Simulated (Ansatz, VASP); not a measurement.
One calculation of SiC, two programs

```
Si C
1.0
     0.00000    2.17839    2.17839
     2.17839    0.00000    2.17839
     2.17839    2.17839    0.00000
Si C
1 1
Direct
  0.00000 0.00000 0.00000
  0.75000 0.75000 0.75000
```

Alike in both runs: functional PBEsol; k mesh 12 × 12 × 12; occupations gaussian, width 0.02 eV; no spin polarisation.

Ansatz relaxed the structure, and its values are those at the end. VASP's run is a single point on that final structure, the one shown.

|  | VASP | Ansatz |
| --- | --- | --- |
| version | VASP 6.6.1 | Ansatz 0.2.0 |
| potentials or method | VASP PAW PBE potentials, release 64 (Si, C) | scalar-relativistic, plane waves, PAW |
| plane-wave cutoff (eV) | 520 | 520 |
| valence electrons in the cell | 8 | 8 |

```tsv
	VASP	Ansatz	Ansatz less VASP
gap on the k mesh at the Fermi level (eV)	1.23	1.24	+0.010
least direct gap on the mesh (eV)	4.44	4.45	+0.009
pressure (GPa)	0.4	0.0	-0.36
```

Caveats: the PAW data sets were made with another functional, which shifts forces and pressure a little (VASP). A k mesh can miss the band edges. Expect the measured gap to be larger: semilocal functionals such as PBEsol lack the derivative discontinuity.
